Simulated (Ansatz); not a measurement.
Here is the system:

```yaml
crystal:
  lattice:
    - [2.06545, 1.19249, 3.63739]
    - [-2.06545, 1.19249, 3.63739]
    - [0.00000, -2.38498, 3.63739]
  atoms:
    - { symbol: Ge, position: [0.23362, 0.23362, 0.23362] }
    - { symbol: Te, position: [0.76638, 0.76638, 0.76638] }
```

No spin polarisation.

Method: r2SCAN, PAW, 500 eV (Ansatz, an electronic-structure program; scalar-relativistic without spin-orbit coupling). k-mesh 10×10×10 (Γ-centred); smearing 0.05 eV (Fermi–Dirac).

Predict the pressure and space group.


- Pressure (mean of the normal stresses, compression positive) = 1.61 GPa
- Space group = R3m (No. 160)

The cells carry an imposed strain or load. No phonon test of stability was made. The cell was made from GeTe (space group R3m, No. 160; layered) by this change: isotropic strain −1.34 %. No dispersion term is included, though the crystal is made of layers, chains or molecules, so its spacings can come out too wide.
